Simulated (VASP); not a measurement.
Crystal: BAs.

```
As B
1.0
     0.00000    2.38850    2.38850
     2.38850    0.00000    2.38850
     2.38850    2.38850    0.00000
As B
1 1
Cartesian
  3.5827 3.5827 3.5827
  0.0000 0.0000 0.0000
```

| Item | Value |
| --- | --- |
| Program | VASP 6.6.1 |
| Task | relaxation of cell and atoms |
| Functional | revPBE |
| Potentials or basis | VASP PAW PBE potentials, release 64 (As, B) |
| Cutoff | 600 eV |
| k mesh | 10 × 10 × 10 |
| Occupations | fermi-dirac, width 0.05 eV |
| Spin | no spin polarisation |

At the start: pressure 5.4 GPa; volume 13.63 Å³/atom.

Problem. How do energy, volume and symmetry change on relaxing?

Solution. Over 3 steps the energy falls by 8.7 meV/atom and the volume is 14.17 Å³/atom (+4.0 %); space group F-43m (No. 216, to 0.05 Å).

Step by step:
```
step  energy change (eV)  largest force (eV/Å)  pressure (GPa)  volume (Å³)
   1              0.0000                0.0000            5.35        27.25
   2             -0.0098                0.0000           -3.15        29.09
   3             -0.0174                0.0000            0.00        28.33
```

Final structure:
```cif
data_structure
_symmetry_space_group_name_H-M 'P 1'
_symmetry_Int_Tables_number 1
_cell_length_a 3.4219
_cell_length_b 3.4219
_cell_length_c 3.4219
_cell_angle_alpha 60.000
_cell_angle_beta 60.000
_cell_angle_gamma 60.000
_cell_volume 28.33
loop_
_atom_site_label
_atom_site_type_symbol
_atom_site_fract_x
_atom_site_fract_y
_atom_site_fract_z
_atom_site_occupancy
As1 As 0.75000 0.75000 0.75000 1
B1 B 0.00000 0.00000 0.00000 1
```

Caveat: the PAW data sets were made with another functional, which shifts forces and pressure a little.
